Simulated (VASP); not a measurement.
# KI (Fm-3m) in VASP: further runs

Runs on KI. Level: PBEsol. Tasks: single point.

Everything below comes from runs of VASP 6.6.1. Logs are shortened: lines on timing, memory, paths and dates and some standing lists are left out, and cuts for length are marked.

**Experimental background.**

A printed reference work, monograph reports, for a bulk crystal of KI: band gap 6.32 eV.

The runs below are set against these values where they give the same quantity.

## 1. The cell of the first run

It takes space group Fm-3m (No. 225, cubic). Conventional cell: a = 7.066 Å, b = 7.066 Å, c = 7.066 Å, α = 90.00°, β = 90.00°, γ = 90.00°. K (site symmetry m-3m) has 6 I at 3.53 Å within 4.6 Å. I (site symmetry m-3m) has 6 K at 3.53 Å within 4.6 Å.

## 2. Single point, PBEsol

The input, INCAR:

```
PREC = Accurate
ENCUT = 500
EDIFF = 1E-6
ISMEAR = -1
SIGMA = 0.02
LREAL = F
LASPH = T
NELM = 120
ALGO = Normal
ISIF = 2
LWAVE = F
LCHARG = F
GGA = PS
NBANDS = 15
GGA_COMPAT = F
```

The input, KPOINTS:

```
Automatic mesh
0
Gamma
  7 7 7
```

The input, POSCAR:

```
KI
1.0
    0.0000000000      3.5327750000      3.5327750000
    3.5327750000      0.0000000000      3.5327750000
    3.5327750000      3.5327750000      0.0000000000
K I
1 1
Direct
    0.0000000000      0.0000000000      0.0000000000
    0.5000000000      0.5000000000      0.5000000000
```

Potentials or basis: VASP PAW PBE potentials, release 64 (K_sv, I).

The run is started by

```console
cat potpaw_PBE.64/K_sv/POTCAR potpaw_PBE.64/I/POTCAR > POTCAR
mpirun -np 1 vasp_std > vasp.out
```

OUTCAR:

```text
PREC = Accurate
   ENCUT = 500
   EDIFF = 1E-6
   ISMEAR = -1
   LREAL = F
   LASPH = T
   NELM = 120
   ISIF = 2
   GGA = PS

 ion  position               nearest neighbor table
   1  0.000  0.000  0.000-   2 3.53   2 3.53   2 3.53   2 3.53   2 3.53   2 3.53
   2  0.500  0.500  0.500-   1 3.53   1 3.53   1 3.53   1 3.53   1 3.53   1 3.53

  LATTYP: Found a face centered cubic cell.
 ALAT       =     7.0655500000

  Lattice vectors:

 A1 = (   0.0000000000,   3.5327750000,   3.5327750000)
 A2 = (   3.5327750000,   0.0000000000,   3.5327750000)
 A3 = (   3.5327750000,   3.5327750000,   0.0000000000)

Analysis of symmetry for initial positions (statically):
=====================================================================
 Subroutine PRICEL returns:
 Original cell was already a primitive cell.

 Routine SETGRP: Setting up the symmetry group for a
 face centered cubic supercell.

 Subroutine GETGRP returns: Found 48 space group operations
 (whereof 48 operations were pure point group operations)
 out of a pool of 48 trial point group operations.

The static configuration has the point symmetry O_h .

Analysis of symmetry for dynamics (positions and initial velocities):
=====================================================================
 Subroutine PRICEL returns:
 Original cell was already a primitive cell.

 Routine SETGRP: Setting up the symmetry group for a
 face centered cubic supercell.

 Subroutine GETGRP returns: Found 48 space group operations
 (whereof 48 operations were pure point group operations)
 out of a pool of 48 trial point group operations.

The dynamic configuration has the point symmetry O_h .

 Subroutine INISYM returns: Found 48 space group operations
 (whereof 48 operations are pure point group operations),
 and found     1 'primitive' translations

----------------------------------------------------------------------------------------

                                     Primitive cell

  volume of cell :      88.1816

  direct lattice vectors                    reciprocal lattice vectors
     0.000000000  3.532775000  3.532775000    -0.141531799  0.141531799  0.141531799
     3.532775000  0.000000000  3.532775000     0.141531799 -0.141531799  0.141531799
     3.532775000  3.532775000  0.000000000     0.141531799  0.141531799 -0.141531799

  length of vectors
     4.996098318  4.996098318  4.996098318     0.245140266  0.245140266  0.245140266

  position of ions in fractional coordinates (direct lattice)
     0.000000000  0.000000000  0.000000000
     0.500000000  0.500000000  0.500000000

  ion indices of the primitive-cell ions
   primitive index   ion index
                 1           1
                 2           2

----------------------------------------------------------------------------------------

 KPOINTS: Automatic mesh

Automatic generation of k-mesh.
 Grid dimensions read from file:
 generate k-points for:    7    7    7

 Generating k-lattice:

  Cartesian coordinates                     Fractional coordinates (reciprocal lattice)
    -0.020218828  0.020218828  0.020218828     0.142857143  0.000000000  0.000000000
     0.020218828 -0.020218828  0.020218828     0.000000000  0.142857143  0.000000000
     0.020218828  0.020218828 -0.020218828     0.000000000  0.000000000  0.142857143

  Length of vectors
     0.035020038  0.035020038  0.035020038

  Shift w.r.t. Gamma in fractional coordinates (k-lattice)
     0.000000000  0.000000000  0.000000000

 Subroutine IBZKPT returns following result:
 ===========================================

 Found     20 irreducible k-points:

 Following reciprocal coordinates:
            Coordinates               Weight
  0.000000  0.000000  0.000000      1.000000
  0.142857  0.000000  0.000000      8.000000
  0.285714  0.000000  0.000000      8.000000
  0.428571  0.000000  0.000000      8.000000
  0.142857  0.142857  0.000000      6.000000
  0.285714  0.142857  0.000000     24.000000
[... 12 lines left out ...]
 -0.428571  0.428571  0.142857     24.000000
 -0.285714  0.428571  0.142857     24.000000
   k-points           NKPTS =     20   k-points in BZ     NKDIM =     20   number of bands    NBANDS=     15
   number of dos      NEDOS =    301   number of ions     NIONS =      2
   total plane-waves  NPLWV =  46656
   dimension x,y,z NGX =    36 NGY =   36 NGZ =   36
   dimension x,y,z NGXF=    72 NGYF=   72 NGZF=   72
   ions per type =               1   1
   NGX,Y,Z   is equivalent  to a cutoff of  11.98, 11.98, 11.98 a.u.
   NGXF,Y,Z  is equivalent  to a cutoff of  23.96, 23.96, 23.96 a.u.
 SYSTEM =  unknown system
   PREC   = accura    normal or accurate (medium, high low for compatibility)
   ISTART =      0    job   : 0-new  1-cont  2-samecut
   ICHARG =      2    charge: 1-file 2-atom 10-const
   ISPIN  =      1    spin polarized calculation?
   LNONCOLLINEAR =      F non collinear calculations
   LSORBIT =      F    spin-orbit coupling
   LASPH  =      T    aspherical Exc in radial PAW
   ENCUT  =  500.0 eV  36.75 Ry    6.06 a.u.   9.11  9.11  9.11*2*pi/ulx,y,z
   NELM   =    120;   NELMIN=  2; NELMDL= -5     # of ELM steps
   EDIFF  = 0.1E-05   stopping-criterion for ELM
   LREAL  =      F    real-space projection
   EDIFFG = 0.1E-04   stopping-criterion for IOM
   NSW    =      0    number of steps for IOM
   IBRION =     -1    ionic relax: 0-MD 1-quasi-New 2-CG
   NFREE  =      0    steps in history (QN), initial steepest desc. (CG)
   ISIF   =      2    stress and relaxation
   ISYM   =      2    0-nonsym 1-usesym 2-fastsym
   POTIM  = 0.5000    time-step for ionic-motion
   TEBEG  =    0.0;   TEEND  =   0.0 temperature during run
   PSTRESS=    0.0 pullay stress
   NELECT =      16.0000    total number of electrons
   NUPDOWN=      -1.0000    fix difference up-down
   EMIN   =  10.00;   EMAX   =-10.00  energy-range for DOS
   EFERMI =   0.00;   METHOD = LEGACY
   ISMEAR =    -1;   SIGMA  =   0.02  broadening in eV -4-tet -1-fermi 0-gaus
   EFERMI_NEDOS =   21; number of points for ismear=-14 and -15
   IALGO  =     38    algorithm
   IMIX   =      4    mixing-type and parameters
     AMIX     =   0.40;   BMIX     =  1.00
     AMIX_MAG =   1.60;   BMIX_MAG =  1.00
  volume/ion in A,a.u.               =      44.09       297.54
  Fermi-wavevector in a.u.,A,eV,Ry     =   0.926806  1.751409 11.686988  0.858969
  Thomas-Fermi vector in A             =   2.052808
   LORBIT       =      0    0 simple, 1 ext, 2 COOP (PROOUT), +10 PAW based schemes
   GGA     = PS    functional components
   LHFCALC =     F    Hartree Fock is set to
   AEXX    =    0.0000 exact exchange contribution
   IVDW    =     0    specifies the selected vdW correction
   LEPSILON=     F    determine dielectric tensor
   LRPA    =     F    only Hartree local field effects (RPA)
 non-spin polarized calculation
  energy-cutoff  :      500.00
  volume of cell :       88.18
 maximum number of plane-waves:      2251
   NGX = 19   NGY = 19   NGZ = 19

 number of electron      16.0000000 magnetization

 Free energy of the ion-electron system (eV)
  ---------------------------------------------------
  ext. energy  EPLUGINS =         0.00000000
  ---------------------------------------------------
  free energy    TOTEN  =        -5.81460788 eV

  energy without entropy =       -5.81460788  energy(sigma->0) =       -5.81460788

 E-fermi :  -0.0416     XC(G=0):  -7.3429

 val. band max:       -0.5088892682   @ k =   0.0000   0.0000   0.0000
 cond. band min:       3.3037848793   @ k =   0.0000   0.0000   0.0000
 fundamental gap:      3.8126741475
 Fermi energy:        -0.0415530907

 k-point     1 :       0.0000    0.0000    0.0000
  band No.  band energies     occupation
      1     -28.8355      2.00000
      2     -12.3876      2.00000
      3     -12.3876      2.00000
      4     -12.3876      2.00000
      5     -11.0462      2.00000
      6      -0.5089      2.00000
      7      -0.5089      2.00000
      8      -0.5089      2.00000
      9       3.3038      0.00000
     10       5.9192      0.00000
     11       5.9192      0.00000
     12       5.9192      0.00000
     13       6.6598      0.00000
     14       6.6598      0.00000
     15       9.0932      0.00000

 k-point     2 :       0.1429    0.0000    0.0000
  band No.  band energies     occupation
      1     -28.8350      2.00000
      2     -12.4223      2.00000
      3     -12.3880      2.00000
      4     -12.3880      2.00000
      5     -10.9874      2.00000
      6      -0.8436      2.00000
      7      -0.5789      2.00000
      8      -0.5789      2.00000
      9       3.7942      0.00000
     10       5.8249      0.00000
     11       6.1383      0.00000
     12       6.1383      0.00000
     13       6.8933      0.00000
     14       6.8933      0.00000
     15       9.7891      0.00000

 k-point     3 :       0.2857    0.0000    0.0000
  band No.  band energies     occupation
      1     -28.8341      2.00000
      2     -12.4922      2.00000
      3     -12.3891      2.00000
      4     -12.3891      2.00000
      5     -10.8623      2.00000
      6      -1.4286      2.00000
      7      -0.7262      2.00000
      8      -0.7262      2.00000
      9       4.5635      0.00000
     10       6.1249      0.00000
     11       6.6918      0.00000
     12       6.6918      0.00000
     13       7.5506      0.00000
     14       7.5506      0.00000
     15       9.4439      0.00000
[... 271 lines left out ...]
 k-point    19 :      -0.4286    0.4286    0.1429
  band No.  band energies     occupation
      1     -28.8327      2.00000
      2     -12.4511      2.00000
      3     -12.4127      2.00000
      4     -12.4110      2.00000
      5     -10.8559      2.00000
      6      -1.4666      2.00000
      7      -1.0202      2.00000
      8      -0.9919      2.00000
      9       4.9118      0.00000
     10       5.7103      0.00000
     11       6.8595      0.00000
     12       7.8237      0.00000
     13       8.0892      0.00000
     14       8.9467      0.00000
     15       9.4155      0.00000

 k-point    20 :      -0.2857    0.4286    0.1429
  band No.  band energies     occupation
      1     -28.8327      2.00000
      2     -12.4578      2.00000
      3     -12.4227      2.00000
      4     -12.4077      2.00000
      5     -10.8317      2.00000
      6      -1.3204      2.00000
      7      -1.2994      2.00000
      8      -0.9994      2.00000
      9       5.4779      0.00000
     10       6.1667      0.00000
     11       6.2619      0.00000
     12       7.6088      0.00000
     13       8.2154      0.00000
     14       8.7732      0.00000
     15       9.5632      0.00000

------------------------ aborting loop because EDIFF is reached ----------------------------------------

  FORCE on cell =-STRESS in cart. coord.  units (eV):
  Direction    XX          YY          ZZ          XY          YZ          ZX
  --------------------------------------------------------------------------------------
  -------------------------------------------------------------------------------------
  Total       -0.1355905     -0.1355905     -0.1355905      0.0000000      0.0000000      0.0000000
  in kB       -2.4635533     -2.4635533     -2.4635533      0.0000000      0.0000000      0.0000000
  external PRESSURE =      -2.4635533 kB  Pullay stress =       0.0000000 kB

 VOLUME and BASIS-vectors are now :
 -----------------------------------------------------------------------------
  energy-cutoff  :      500.00
  volume of cell :       88.18
      direct lattice vectors                 reciprocal lattice vectors
     0.000000000  3.532775000  3.532775000    -0.141531799  0.141531799  0.141531799
     3.532775000  0.000000000  3.532775000     0.141531799 -0.141531799  0.141531799
     3.532775000  3.532775000  0.000000000     0.141531799  0.141531799 -0.141531799

 POSITION                                       TOTAL-FORCE (eV/Angst)
 -----------------------------------------------------------------------------------
      0.00000      0.00000      0.00000         0.000000      0.000000     -0.000000
      3.53277      3.53277      3.53277        -0.000000     -0.000000      0.000000
 -----------------------------------------------------------------------------------
    total drift:                                0.000000      0.000000      0.000000

  FREE ENERGIE OF THE ION-ELECTRON SYSTEM (eV)
  ---------------------------------------------------
  free  energy   TOTEN  =        -5.8146078816 eV

  energy  without entropy=       -5.8146078816  energy(sigma->0) =       -5.81460788
```

Wall time 43 s (1 thread of Intel Xeon 8259CL, shared host); peak memory 0.21 GiB.

Results:

* Free energy: -5.8146 eV
* Pressure: -0.2 GPa
* Band gap on the k mesh: 3.81 eV

Levels at points of the mesh, in eV from the valence-band top:
```tsv
k point	band 6	band 7	band 8	band 9	band 10	band 11
(0.00, 0.00, 0.00)	0.00	0.00	0.00	3.81	6.43	6.43
```

Caveat: the PAW data sets were made with another functional, which shifts forces and pressure a little; spin-orbit coupling is left out, which moves the levels of the heavy elements; an odd mesh through Γ misses points on the zone boundary, where band edges can lie.

## 3. Single point, PBEsol

This run uses another cell than the first one, of 44.97 Å³/atom.

The input, INCAR:

```
ALGO = Normal
EDIFF = 1E-6
ENCUT = 500
GGA = PS
GGA_COMPAT = F
ISIF = 2
ISMEAR = -1
LASPH = T
LCHARG = F
LREAL = F
LWAVE = F
NBANDS = 15
NELM = 120
PREC = Accurate
SIGMA = 0.02
```

The input, KPOINTS:

```
k-points
0
Gamma
  7 7 7
```

The input, POSCAR:

```
KI
1.0
    0.0000000000      3.5561715428      3.5561715428
    3.5561715428      0.0000000000      3.5561715428
    3.5561715428      3.5561715428      0.0000000000
K I
1 1
Direct
    0.0000000000      0.0000000000      0.0000000000
    0.5000000000      0.5000000000      0.5000000000
```

Potentials or basis: VASP PAW PBE potentials, release 64 (K_sv, I).

The run is started by

```console
cat potpaw_PBE.64/K_sv/POTCAR potpaw_PBE.64/I/POTCAR > POTCAR
mpirun -np 1 vasp_std > vasp.out
```

Run time: 64 s. Hardware: 1 thread of Intel Xeon 8259CL, shared host; peak memory 0.24 GiB.

The run converged. Its results:

```
Free energy            : -5.8108 eV
Pressure               : -0.5 GPa
Band gap on the k mesh : 3.77 eV
```

Levels at points of the mesh, in eV from the valence-band top:
```tsv
k point	band 4	band 5	band 6	band 7	band 8	band 9	band 10	band 11	band 12	band 13
(0.00, 0.00, 0.00)	-11.91	-10.51	0.00	0.00	0.00	3.77	6.44	6.44	6.44	7.16
```

Caveat: the PAW data sets were made with another functional, which shifts forces and pressure a little; spin-orbit coupling is left out, which moves the levels of the heavy elements; an odd mesh through Γ misses points on the zone boundary, where band edges can lie.

## 4. Comparison with measurements

Step 2. Against the measured gap of KI, 6.32 eV (a printed reference work, monograph), the calculated 3.81 eV is off by -2.51 eV. Spin-orbit coupling on I is left out. The value is that of PBEsol on a finite k mesh, which can miss the band edges, without temperature or zero-point motion. Semilocal functionals fall short of measured gaps as a rule.
